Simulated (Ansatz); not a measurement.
# Cu: the order of phases at one pressure

Aim: bring Cu in several structures (fcc, bcc, hcp, beta tin, simple hexagonal, sc) to one pressure and rank them by enthalpy. The pressure is set by scaling the first phase. Methods of the runs shown: PAW.

Program: Ansatz 0.2.0. Level of theory: DFT, PBE, PAW with Ansatz's default frozen-core files, scalar-relativistic. These are calculated values, not measurements.

## Step 1: The system as given

It takes space group Fm-3m (No. 225, cubic). The conventional cell has a = 3.629 Å, b = 3.629 Å, c = 3.629 Å, α = 90.00°, β = 90.00°, γ = 90.00°. Around Cu (site symmetry m-3m) lie 12 Cu at 2.57 Å.

As a file:

```
Cu
1.0
     0.00000    1.81459    1.81459
     1.81459    0.00000    1.81459
     1.81459    1.81459    0.00000
Cu
1
Direct
  0.00000 0.00000 0.00000
```

## Step 2: Cell relaxed at zero pressure, PAW

Contents of input.yaml:

```yaml
crystal:
  lattice:
    - [0.0, 1.8145933008, 1.8145933008]
    - [1.8145933008, 0.0, 1.8145933008]
    - [1.8145933008, 1.8145933008, 0.0]
  atoms:
    - { symbol: Cu, position: [0.0, 0.0, 0.0] }
kpoints:
  mp_grid: { grid: [19, 19, 19] }
scf:
  occupations: { method: fermi_dirac, width: 0.1 }
hamiltonian:
  xc: pbe
  pseudopotentials: { kind: paw }
output:
  forces: true
  stress: true
relax:
  f_tol: 0.005
  max_steps: 40
  cell: {}
```

Launch:

```sh
$ ansatz run input.yaml --threads 1 --pin off --max-ram 3584MiB --backend cpu --events-out ev --progress --plain --runs-dir out
```

The runs that follow: Volume scaled by 0.597, to set the pressure, PAW; Fcc relaxed under pressure, PAW; Bcc relaxed under pressure, PAW; Hcp relaxed under pressure, PAW; Beta tin relaxed under pressure, PAW; Simple hexagonal relaxed under pressure, PAW; Sc relaxed under pressure, PAW.

What does the calculation give? Wanted: pressure; lowest.

As calculated:

```
    quantity                         value
    pressure                       260 GPa
lowest (PAW)  fcc, 11.0 meV/atom under hcp
```

**Reading.** By PAW the order is fcc < hcp < bcc < simple hexagonal < beta tin < sc. Only these structures were tried, with electrons smeared by 0.1 eV and without vibrations, so the true ground state may be another. The k meshes differ between phases and weren't tested, which can move differences by some meV.
